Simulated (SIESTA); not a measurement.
The system is HfC.

```
CELL_PARAMETERS angstrom
0.00000 2.32500 2.32500
2.32500 0.00000 2.32500
2.32500 2.32500 0.00000
ATOMIC_POSITIONS crystal
Hf 0.50000 0.50000 0.50000
C 0.00000 0.00000 0.00000
```

| Quantity | Value |
| --- | --- |
| Program | SIESTA 5.4.2 |
| Task | single point |
| Functional | PBEsol |
| Potentials or basis | PseudoDojo 0.4 standard (PBEsol files) |
| Basis | DZP (energy shift 0.003 Ry; two zetas on semicore shells) |
| Grid cutoff | 800 Ry |
| Energy shift | 0.003 Ry |
| k mesh | 10 × 10 × 10 |
| Occupations | fermi-dirac, width 0.05 eV |
| Spin | no spin polarisation |

On this cell: pressure -3.6 GPa; largest force zero by symmetry; band gap on the k mesh none (metal or under the smearing width).

The same run follows on a disturbed copy (atoms moved at random, drawn with an rms of 0.05 Å):

```
Hf C
1.0
     0.00000    2.32500    2.32500
     2.32500    0.00000    2.32500
     2.32500    2.32500    0.00000
Hf C
1 1
Direct
  0.48872 0.50833 0.48842
  0.99015 0.01910 0.99366
```

Q: What does the disturbed cell give?

A: The energy (extrapolated to zero smearing) moves by +5.0 meV/atom; pressure -3.4 GPa; largest force 0.402 eV/Å; band gap on the k mesh none (metal or under the smearing width).

Forces on the atoms (eV/Å):
```
Hf   0.302  0.125  0.231
C   -0.303 -0.126 -0.231
```

Stress tensor (GPa, compression positive):
```
-3.27 -0.09 -0.15
-0.09 -3.54 -0.07
-0.15 -0.07 -3.42
```

Caveats: short orbitals over semicore shells can move pressures by several GPa; the basis of atomic orbitals isn't converged, which shifts pressures, moduli and gaps.
